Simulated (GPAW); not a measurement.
CsPbCl3 in GPAW: convergence with response cutoff (eV)

Input of the first run (response cutoff (eV) 10); the others differ in this setting and in those tied to it:

Contents of run.py:

```python
import numpy as np
from ase.dft.bandgap import bandgap
from ase.io import read, write
from gpaw import GPAW, PW
from gpaw.response.df import DielectricFunction

atoms = read('CsPbCl3.cif')

calc = GPAW(mode=PW(400),
            xc='PBE',
            kpts={'size': (4, 4, 4), 'gamma': True},
            occupations={'name': 'fermi-dirac', 'width': 0.001},
            nbands=37,
            convergence={'density': 1e-06},
            maxiter=150,
            txt='gpaw.txt')
atoms.calc = calc
energy = atoms.get_potential_energy()
calc.write('gs.gpw')
write('result.traj', atoms)
print(f'Energy: {energy:.6f} eV')
print('Fermi level:', round(calc.get_fermi_level(), 4), 'eV')
print(f'Gap: {bandgap(calc)[0]:.4f} eV, direct: {bandgap(calc, direct=True)[0]:.4f} eV')

for size in [(7, 7, 7)]:
    name = 'x'.join(str(n) for n in size)
    dense = calc.fixed_density(kpts={'size': size, 'gamma': True},
                               nbands=88, convergence={'bands': 82, 'eigenstates': 1e-7},
                               update_fermi_level=True, txt=f'dense-{name}.txt')
    dense.write(f'{name}.gpw', mode='all')
    df = DielectricFunction(f'{name}.gpw', frequencies=np.array([0.0]), hilbert=False, eta=0.001,
                            ecut=10, nbands=82, intraband=False, txt=f'df-{name}.txt')
    for xc in ['RPA']:
        for direction in ['x', 'y', 'z', [0, 1, 1], [1, 0, 1], [1, 1, 0]]:
            e0, e = df.get_macroscopic_dielectric_constant(xc=xc, direction=direction)
            print(f'{name} {xc} {direction}: {e0:.4f} without, {e:.4f} with local fields')
```

CsPbCl3.cif

```cif
data_CsPbCl3
_cell_length_a 5.60500000
_cell_length_b 5.60500000
_cell_length_c 5.60500000
_cell_angle_alpha 90.00000000
_cell_angle_beta 90.00000000
_cell_angle_gamma 90.00000000
_space_group_name_H-M_alt 'P1'
_space_group_name_Hall 'P 1'
_space_group_IT_number 1
loop_
_space_group_symop_operation_xyz
'x,y,z'
loop_
_atom_site_label
_atom_site_type_symbol
_atom_site_symmetry_multiplicity
_atom_site_Wyckoff_symbol
_atom_site_fract_x
_atom_site_fract_y
_atom_site_fract_z
_atom_site_occupancy
Pb1 Pb 1 a 0.5000000000 0.5000000000 0.5000000000 1
Cs1 Cs 1 a 0.0000000000 0.0000000000 0.0000000000 1
Cl1 Cl 1 a 0.5000000000 0.0000000000 0.5000000000 1
Cl2 Cl 1 a 0.0000000000 0.5000000000 0.5000000000 1
Cl3 Cl 1 a 0.5000000000 0.5000000000 0.0000000000 1
```

Potentials or basis: GPAW PAW data sets (gpaw-data 1.2.1), pw.

Run with:

```sh
$ OMP_NUM_THREADS=1 python run.py
```

Hardware: 1 thread of AMD EPYC 9R45 96-Core Processor (Zen 5), with other jobs on the host.

Problem. The values tried are 10, 20, 30, 50, 80, 120, 160, loosest first. From which on does the dielectric constant stay within 0.05 of the tightest run that finished?

Solution. From 30 on.

```
response cutoff (eV)  dielectric constant  SCF cycles  CPU time (s)  peak memory (GiB)
                  10                4.164          11           110               0.52
                  20                3.775          11           110               0.52
                  30                3.708          11           110               0.52
                  50                3.684          11           110               0.53
                  80                3.672          11           110               0.54
                 120                3.660          11           110               0.57
                 160                3.659          11           110               0.61
```

The tightest run that finished is the yardstick and may itself not be fully converged.

Caveat, for the tightest run too: the long-wavelength limit can be off by a per cent or two; spin-orbit coupling is left out, which as a rule narrows the gap of such compounds by several tenths of an eV; an odd mesh through Γ misses points on the zone boundary, where band edges often lie.
